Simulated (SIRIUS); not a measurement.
**Ce in SIRIUS: convergence with radial points in a sphere**

Ce:

```
CELL_PARAMETERS angstrom
0.00000 2.58060 2.58060
2.58060 0.00000 2.58060
2.58060 2.58060 0.00000
ATOMIC_POSITIONS crystal
Ce 0.00000 0.00000 0.00000
```

| Item | Value |
| --- | --- |
| Program | SIRIUS 7.12.0 |
| Task | convergence study |
| Functional | PBE |
| Potentials or basis | all-electron FP-LAPW |
| Cutoff | 168 eV |
| Basis | apw+lo standard |
| k mesh | 9 × 9 × 9 |
| Occupations | fermi-dirac, width 0.05 eV |
| Spin | collinear spin, ferromagnetic start |
| Starting moments | [1.0] μB |

These are the settings of the first run; the series varies radial points in a sphere, with any setting tied to it.

Hardware: 1 thread of Arm Neoverse V2, with other jobs on the host.

The values tried are 200, 300, 450, 700, 1000, 1500, loosest first. From which on does the energy stay within 1 meV/atom of the tightest run that finished?

From 700 on.

```csv
radial points in a sphere,"energy less the tightest run, at zero smearing (meV/atom)",SCF cycles,CPU time (s),peak memory (GiB)
200,-85.93,19,61,0.44
300,-16.37,16,62,0.48
450,-3.13,16,71,0.53
700,-0.50,16,83,0.62
1000,-0.10,16,96,0.72
1500,0.00,16,120,0.89
```

The tightest run that finished is the yardstick and may itself not be fully converged.

Caveat, for the tightest run too: the magnetic or orbital state may not be the lowest. The state reached can hang on the start; a lower one may exist.
